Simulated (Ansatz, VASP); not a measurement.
# Ag: VASP beside Ansatz

File INCAR:

```
SYSTEM = Ag
ALGO = Normal
EDIFF = 1E-6
ENCUT = 520
GGA = CA
ISIF = 2
ISMEAR = 0
LASPH = .True.
LCHARG = .True.
LELF = .True.
LREAL = .False.
LVHAR = .True.
LWAVE = .False.
NBANDS = 12
NELM = 100
PREC = Accurate
SIGMA = 0.02
```

KPOINTS

```
k-points
0
Gamma
  11 11 11
  0 0 0
```

POSCAR

```
Ag
1.0
    0.0000000000      2.0427500000      2.0427500000
    2.0427500000      0.0000000000      2.0427500000
    2.0427500000      2.0427500000      0.0000000000
Ag
1
Direct
    0.0000000000      0.0000000000      0.0000000000
```

The input input.yaml:

```yaml
crystal:
  lattice:
    - [0.0, 2.04275, 2.04275]
    - [2.04275, 0.0, 2.04275]
    - [2.04275, 2.04275, 0.0]
  atoms:
    - { symbol: Ag, position: [0.0, 0.0, 0.0] }
kpoints:
  mp_grid: { grid: [11, 11, 11] }
scf:
  occupations: { method: gaussian, width: 0.02 }
hamiltonian:
  xc: lda
  pseudopotentials: { kind: all_electron, lapw: { basis_error: 0.001 } }
output:
  forces: true
  stress: true
  eigenvalues: true
```

Alike in both runs: task single point; functional LDA; k mesh 11 × 11 × 11; occupations gaussian, width 0.02 eV; no spin polarisation.

```csv
,VASP,Ansatz
version,VASP 6.6.1,Ansatz 0.2.0
potentials or method,"VASP PAW LDA potentials, release 64 (Ag)","all-electron LAPW, scalar-relativistic"
plane-wave cutoff (eV),520,see its input
```

|  | VASP | Ansatz | Ansatz less VASP |
| --- | --- | --- | --- |
| gap on the k mesh at the Fermi level (eV) | none | none | - |
| pressure (GPa) | -7.6 | -7.7 | -0.14 |

A gap of «none» marks a metal or a gap that the smearing closes. Ansatz ran all-electron here, so the differences hold the error of VASP's frozen core and of both bases.
